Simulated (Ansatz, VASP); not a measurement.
# BP in two plane-wave programs, part 2 of 2

Aim: how closely do two programs agree when they are given the same cell, functional and k mesh? The cell is taken from a series of runs on this material, whose earlier steps may have relaxed, scaled, displaced or heated it; both programs get it as it stands.

VASP 6.6.1 and Ansatz 0.2.0.

So far: Set-up; VASP: zone-centre phonons, LDA, pair 1; Ansatz: zone-centre phonons, LDA, pair 1; Side by side.

### Step 5. Ansatz: zone-centre phonons, LDA, pair 2

Level of this step: Ansatz beside VASP: Kohn-Sham DFT, plane waves, LDA (Ansatz).

Second derivatives magnify differences that forces hide, and they need a tight electronic threshold. The cell compared in this pair holds 22.98 Å³, against 22.81 Å³ for the pair before.

The cell is taken from a series of runs on this material, whose earlier steps may have relaxed, scaled, displaced or heated it; both programs get it as it stands.

Input file input.yaml:

```yaml
crystal:
  lattice:
    - [0.0228818735, 2.2673151555, 2.2348522369]
    - [2.2673151555, 0.0228818735, 2.2348522369]
    - [2.290197029, 2.290197029, 1.0e-10]
  atoms:
    - { symbol: B, position: [-0.0008930158, -0.0008930158, 0.0008930158] }
    - { symbol: P, position: [0.7508930158, 0.7508930158, 0.7491069842] }
kpoints:
  mp_grid: { grid: [12, 12, 12] }
hamiltonian:
  xc: lda
  pseudopotentials: { kind: paw, azcp: { folder: soft_1 }, xc_functional: pbe }
scf:
  occupations: { method: fixed }
output:
  eigenvalues: true
phonons:
  method: dfpt
```

Run with:

```sh
$ ansatz run input.yaml --threads 4 --pin off --max-ram 10240MiB --backend cpu --events-out ev --progress --plain --runs-dir out
```

Numbers of over 12 decimals in the logs are rounded to 6 here.

The log of the run:

```text
[...]
Crystal: 2 atoms, lattice volume = 22.975 Å³
Basis set: ecut = 420 eV, 459 PW (Γ), exchange–correlation on 48×48×48 points (8 copies of the dense FFT grid, shifted against one another)
Bands: 8, of which v1, the nominal top of the filled ones, is band 4 counted from 1 (3 counted from 0)
Symmetry: 4 space group operations
k-points: 476 of 1728 (irreducible under 2 space group operations, time reversal used)
[...]
SCF converged after 8 iterations
Free energy (F): -876.626673 eV
[...]
Internal energy: -876.626673 eV  (E = F + TS)
E sigma→0 (E₀):  -876.626673 eV
Fermi energy:    9.350561 eV
[...]
--- Band table (eV; the first three rows and the last of 476) ---
[...]
ASR residual: 4.695e-5 → 0.000e0 eV/Å²; symmetrization residual: 2.159e-7 eV/Å²
  ASR residual per site (eV/Å²): 2.78e-5 4.70e-5
  Γ frequencies (cm⁻¹): 0.00 0.00 0.00 796.21 809.32 819.47
[...]
```

### Step 6. VASP: zone-centre phonons, LDA, pair 2

The same cell, functional (in two slightly different forms) and mesh now go to VASP, with its own data sets.

Input file INCAR:

```
SYSTEM = BP
PREC = Accurate
ENCUT = 500
EDIFF = 1E-08
NELM = 120
ISMEAR = 0
SIGMA = 0.01
LREAL = .FALSE.
ALGO = Normal
GGA = CA
NBANDS = 10
LORBIT = 11
LWAVE = .FALSE.
LCHARG = .FALSE.
ISIF = 2
IBRION = 8
LASPH = .TRUE.
GGA_COMPAT = .FALSE.
EFERMI = MIDGAP
KPAR = 2
```

Input file POSCAR:

```
BP
1.0
    0.0228818735      2.2673151555      2.2348522369
    2.2673151555      0.0228818735      2.2348522369
    2.2901970290      2.2901970290      0.0000000001
B P
1 1
Direct
    0.9991069842      0.9991069842      0.0008930158
    0.7508930158      0.7508930158      0.7491069842
```

Input file KPOINTS:

```
Automatic mesh
0
Gamma
12 12 12
0 0 0
```

Potentials, in the order of the species: B and P (LDA family, release 64).

Run with:

```sh
$ mpirun -np 2 vasp_std
```

The log of the run:

```text
[... set-up lines as in an earlier step ...]
 entering main loop
       N       E                     dE             d eps       ncg     rms          rms(c)
DAV:   1     0.671524186075E+01    0.67152E+01   -0.39156E+03  5608   0.696E+02
DAV:   2    -0.146840846086E+02   -0.21399E+02   -0.20435E+02  7892   0.110E+02
DAV:   3    -0.152506902838E+02   -0.56661E+00   -0.56531E+00  6798   0.163E+01
DAV:   4    -0.152530552927E+02   -0.23650E-02   -0.23647E-02  6974   0.120E+00
[...]
DAV:  11    -0.143885109039E+02   -0.18730E-05   -0.55389E-06  7134   0.135E-02    0.357E-02
DAV:  12    -0.143885106094E+02    0.29454E-06   -0.18496E-06  6436   0.617E-03    0.784E-03
DAV:  13    -0.143885106158E+02   -0.64582E-08   -0.71769E-08  6802   0.174E-03
   1 F= -.14388511E+02 E0= -.14388511E+02  d E =0.000000E+00
 Linear response reoptimize wavefunctions to high precision
DAV:   1    -0.143885106124E+02    0.34898E-08   -0.11616E-08  6324   0.507E-04
DAV:   2    -0.143885106124E+02   -0.22055E-10   -0.24420E-10  3228   0.127E-04
 Linear response DOF=           4
 Linear response progress:
[...]
RMM:  12    -0.413153481155E-01    0.12051E-09   -0.85777E-09 15856   0.765E-06    0.105E-07
 first order change of Fermi-energy   0.25887E-04
 force on displaced ion       2 direction 1 : -19.144   0.552   0.000
 Linear response progress:
  Degree of freedom:   4/  4
       N       E                     dE             d eps       ncg     rms          rms(c)
RMM:   1    -0.433733384101E-01   -0.43373E-01    0.29739E-03 12916   0.142E+00
RMM:   2    -0.408606299359E-01    0.25127E-02   -0.86212E-04  8685   0.218E-01    0.148E-01
RMM:   3    -0.408644830781E-01   -0.38531E-05   -0.26585E-05  9226   0.367E-02    0.839E-02
RMM:   4    -0.411174851077E-01   -0.25300E-03   -0.23476E-05  9157   0.344E-02    0.781E-03
RMM:   5    -0.410987614308E-01    0.18724E-04   -0.93649E-07  9627   0.526E-03    0.429E-03
RMM:   6    -0.410890734954E-01    0.96879E-05   -0.46576E-08  9531   0.106E-03    0.203E-03
RMM:   7    -0.410879206511E-01    0.11528E-05    0.47484E-09  9759   0.302E-04    0.545E-04
RMM:   8    -0.410875726719E-01    0.34798E-06    0.84383E-09  9850   0.101E-04    0.252E-05
RMM:   9    -0.410875742256E-01   -0.15537E-08    0.26537E-08 10183   0.253E-05    0.174E-05
 first order change of Fermi-energy  -0.62578E+00
 force on displaced ion       2 direction 3 :   0.000   0.000 -19.212
 Linear response finished
```

Parts of OUTCAR (step 6):

```text
  Total       -0.5524808     -0.5524808     -0.0157268     -0.5377745     -0.0000000     -0.0000000
  in kB      -38.5273738    -38.5273738     -1.0967135    -37.5018270     -0.0000000     -0.0000000
  external PRESSURE =     -26.0504871 kB  Pullay stress =       0.0000000 kB

 POSITION                                       TOTAL-FORCE (eV/Angst)
 -----------------------------------------------------------------------------------
      2.29020      2.29020      4.46571        -0.000000     -0.000000      0.001319
      3.43530      3.43530      3.35627         0.000000      0.000000     -0.001319
 -----------------------------------------------------------------------------------
    total drift:                               -0.000000     -0.000000      0.000014

[... 1 part as in an earlier step ...]

[... 1 further part left out ...]
```

### Step 7. Differences

Both answers:

| quantity | Ansatz | VASP | difference |
| --- | --- | --- | --- |
| optical mode 1 (cm⁻¹) | 796.2 | 794.3 | +0.24 % |
| optical mode 2 (cm⁻¹) | 809.3 | 807.4 | +0.24 % |
| optical mode 3 (cm⁻¹) | 819.5 | 817.5 | +0.25 % |

Modes are paired by rising frequency, not by their patterns, so a pair may set unlike modes beside each other; they are those without the splitting of longitudinal modes.

### Step 8. VASP: zone-centre phonons, LDA, pair 3

Second derivatives magnify differences that forces hide, and they need a tight electronic threshold. The cell compared in this pair holds 23.14 Å³, against 22.98 Å³ for the pair before.

INCAR is that of step 6.

Input file POSCAR:

```
BP
1.0
    0.0343120320      2.2783379090      2.2295605521
    2.2783379090      0.0343120320      2.2295605521
    2.3126499410      2.3126499410      0.0000000000
B P
1 1
Direct
    0.9986935061      0.9986935061      0.0013064939
    0.7513064939      0.7513064939      0.7486935061
```

KPOINTS is that of step 6.

Run with:

```sh
$ mpirun -np 2 vasp_std
```

The log of the run:

```text
[... set-up lines as in an earlier step ...]
 entering main loop
       N       E                     dE             d eps       ncg     rms          rms(c)
DAV:   1     0.750598296096E+01    0.75060E+01   -0.39142E+03  5608   0.695E+02
DAV:   2    -0.146526025439E+02   -0.22159E+02   -0.21042E+02  7810   0.110E+02
DAV:   3    -0.152212134786E+02   -0.56861E+00   -0.56734E+00  6884   0.164E+01
DAV:   4    -0.152234900801E+02   -0.22766E-02   -0.22761E-02  6840   0.117E+00
[...]
DAV:  11    -0.143755166389E+02   -0.18624E-05   -0.55465E-06  7120   0.138E-02    0.347E-02
DAV:  12    -0.143755163628E+02    0.27606E-06   -0.17907E-06  6438   0.612E-03    0.734E-03
DAV:  13    -0.143755163692E+02   -0.63674E-08   -0.78282E-08  6808   0.179E-03
   1 F= -.14375516E+02 E0= -.14375516E+02  d E =0.000000E+00
 Linear response reoptimize wavefunctions to high precision
DAV:   1    -0.143755163661E+02    0.31371E-08   -0.11599E-08  6316   0.510E-04
DAV:   2    -0.143755163661E+02   -0.42746E-10   -0.25240E-10  3214   0.129E-04
 Linear response DOF=           4
 Linear response progress:
[...]
RMM:   8    -0.413661289521E-01    0.42273E-06   -0.14550E-07 31048   0.710E-05    0.475E-05
RMM:   9    -0.413660338752E-01    0.95077E-07   -0.68956E-08 31359   0.252E-05    0.427E-06
RMM:  10    -0.413660411380E-01   -0.72628E-08   -0.54574E-09 31946   0.916E-06    0.502E-06
 first order change of Fermi-energy   0.26557E-04
 force on displaced ion       2 direction 1 : -18.826   0.847   0.001
 Linear response progress:
  Degree of freedom:   4/  4
       N       E                     dE             d eps       ncg     rms          rms(c)
RMM:   1    -0.432861300177E-01   -0.43286E-01    0.34451E-03 12966   0.142E+00
RMM:   2    -0.408420344279E-01    0.24441E-02   -0.85304E-04  8688   0.217E-01    0.147E-01
RMM:   3    -0.408376148820E-01    0.44195E-05   -0.27826E-05  9226   0.369E-02    0.831E-02
RMM:   4    -0.410744851146E-01   -0.23687E-03   -0.22372E-05  9173   0.336E-02    0.801E-03
[...]
RMM:   9    -0.410502124908E-01    0.11935E-07   -0.12799E-08 10178   0.210E-05    0.193E-05
RMM:  10    -0.410501943838E-01    0.18107E-07    0.10275E-08  9916   0.854E-06    0.663E-06
RMM:  11    -0.410501930607E-01    0.13231E-08    0.21550E-09  8686   0.641E-06    0.166E-07
 first order change of Fermi-energy  -0.11086E+01
 force on displaced ion       2 direction 3 :  -0.000  -0.000 -18.954
 Linear response finished
```

Parts of OUTCAR (step 8):

```text
  Total       -0.8037453     -0.8037453     -0.0150352     -0.7899776      0.0000000      0.0000000
  in kB      -55.6470343    -55.6470343     -1.0409580    -54.6938270      0.0000000      0.0000000
  external PRESSURE =     -37.4450088 kB  Pullay stress =       0.0000000 kB

 POSITION                                       TOTAL-FORCE (eV/Angst)
 -----------------------------------------------------------------------------------
      2.31265      2.31265      4.45330         0.000000      0.000000      0.001875
      3.46897      3.46897      3.35017        -0.000000     -0.000000     -0.001875
 -----------------------------------------------------------------------------------
    total drift:                               -0.000000     -0.000000      0.000016

[... 1 part as in an earlier step ...]

[... 1 further part left out ...]
```

### Step 9. Ansatz: zone-centre phonons, LDA, pair 3

The same cell, functional (in two slightly different forms) and mesh now go to Ansatz, which takes its cutoff from its data sets.

The cell is taken from a series of runs on this material, whose earlier steps may have relaxed, scaled, displaced or heated it; both programs get it as it stands.

input.yaml, the sections that differ from step 5:

```yaml
crystal:
  lattice:
    - [0.034312032, 2.278337909, 2.2295605521]
    - [2.278337909, 0.034312032, 2.2295605521]
    - [2.312649941, 2.312649941, 0.0]
  atoms:
    - { symbol: B, position: [-0.0013064939, -0.0013064939, 0.0013064939] }
    - { symbol: P, position: [0.7513064939, 0.7513064939, 0.7486935061] }
# kpoints, hamiltonian, scf, output, phonons: as in step 5
```

Run with:

```sh
$ ansatz run input.yaml --threads 4 --pin off --max-ram 10240MiB --backend cpu --events-out ev --progress --plain --runs-dir out
```

The log of the run:

```text
[...]
Crystal: 2 atoms, lattice volume = 23.141 Å³
Basis set: ecut = 420 eV, 463 PW (Γ), exchange–correlation on 48×48×48 points (8 copies of the dense FFT grid, shifted against one another)
Bands: 8, of which v1, the nominal top of the filled ones, is band 4 counted from 1 (3 counted from 0)
Symmetry: 4 space group operations
k-points: 476 of 1728 (irreducible under 2 space group operations, time reversal used)
[...]
SCF converged after 8 iterations
Free energy (F): -876.613731 eV
[...]
Internal energy: -876.613731 eV  (E = F + TS)
E sigma→0 (E₀):  -876.613731 eV
Fermi energy:    9.291074 eV
[...]
--- Band table (eV; the first three rows and the last of 476) ---
[...]
ASR residual: 5.283e-5 → 0.000e0 eV/Å²; symmetrization residual: 2.284e-7 eV/Å²
  ASR residual per site (eV/Å²): 3.10e-5 5.28e-5
  Γ frequencies (cm⁻¹): 0.00 0.00 0.00 782.99 803.84 819.03
[...]
```

### Step 10. Differences

The two programs side by side:

```csv
quantity,Ansatz,VASP,difference
optical mode 1 (cm⁻¹),783.0,781.1,+0.24 %
optical mode 2 (cm⁻¹),803.8,802.0,+0.23 %
optical mode 3 (cm⁻¹),819.0,817.0,+0.25 %
```

Modes are paired by rising frequency, not by their patterns, so a pair may set unlike modes beside each other; they are those without the splitting of longitudinal modes.

### Step 11. Results

| Quantity | Value |
| --- | --- |
| r.m.s. difference of the optical zone-centre modes, each program's sorted by frequency (zone-centre phonons, LDA, pair 1) | 1.9 cm⁻¹ |
| r.m.s. difference of the optical zone-centre modes, each program's sorted by frequency (zone-centre phonons, LDA, pair 2) | 1.9 cm⁻¹ |
| r.m.s. difference of the optical zone-centre modes, each program's sorted by frequency (zone-centre phonons, LDA, pair 3) | 1.9 cm⁻¹ |

The r.m.s. difference of the optical zone-centre modes, each program's sorted by frequency is 1.9 cm⁻¹ (zone-centre phonons, LDA, pair 1). 1 further run of this series is not shown here. How closely two codes agree says nothing of how well the functional describes the real material.

[Lines on the potential files, build, host, timing and source positions are cut from VASP's logs without a mark.]

[Logs are printed without paths, hosts, clocks, repeated set-up lines and the standing remarks that a program may print on its own settings, such as how far it seeks lower states.]

[Hosts, paths, dates, database ids (printed as entryN), source tags and the programs' standing remarks are cut or masked in the printed files.]
